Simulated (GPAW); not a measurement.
Crystal: CoSi.

```
CELL_PARAMETERS angstrom
2.78133 0.00000 0.00000
0.00000 2.78133 0.00000
0.00000 0.00000 2.78133
ATOMIC_POSITIONS crystal
Co 0.00000 0.00000 0.00000
Si 0.50000 0.50000 0.50000
```

Measurements of this composition are mostly on another form, of space group No. 198.

```yaml
Program: GPAW 26.7.0
Task: single point
Functional: PBE
Potentials_or_basis: GPAW PAW data sets (gpaw-data 1.2.1)
Cutoff: 600 eV
Basis: pw
k_mesh: 10 × 10 × 10
Occupations: fermi-dirac, width 0.05 eV
Spin: collinear spin, ferromagnetic start
Starting_moments: "[2.0, 0.0] μB"
```

On this cell: pressure 1.8 GPa; largest force zero by symmetry; net moment 0.55 μB per cell; site moments Co +0.56; Si +0.01 μB; band gap on the k mesh none (metal or under the smearing width).

The same run follows on a disturbed copy (atoms moved at random, drawn with an rms of 0.05 Å):

```
CELL_PARAMETERS angstrom
2.78133 0.00000 0.00000
0.00000 2.78133 0.00000
0.00000 0.00000 2.78133
ATOMIC_POSITIONS crystal
Co 0.98982 0.98882 0.99982
Si 0.49271 0.50471 0.51097
```

Question: What does the disturbed cell give?

Answer: The energy (extrapolated to zero smearing) moves by +3.9 meV/atom; pressure 2.1 GPa; largest force 0.288 eV/Å; net moment 0.55 μB per cell; site moments Co +0.55; Si +0.01 μB; band gap on the k mesh none (metal or under the smearing width).

Forces on the atoms (eV/Å):
```
Co   0.043  0.233  0.164
Si  -0.043 -0.233 -0.164
```

Stress tensor (GPa, compression positive):
```
2.15 0.10 0.07
0.10 1.96 0.37
0.07 0.37 2.06
```
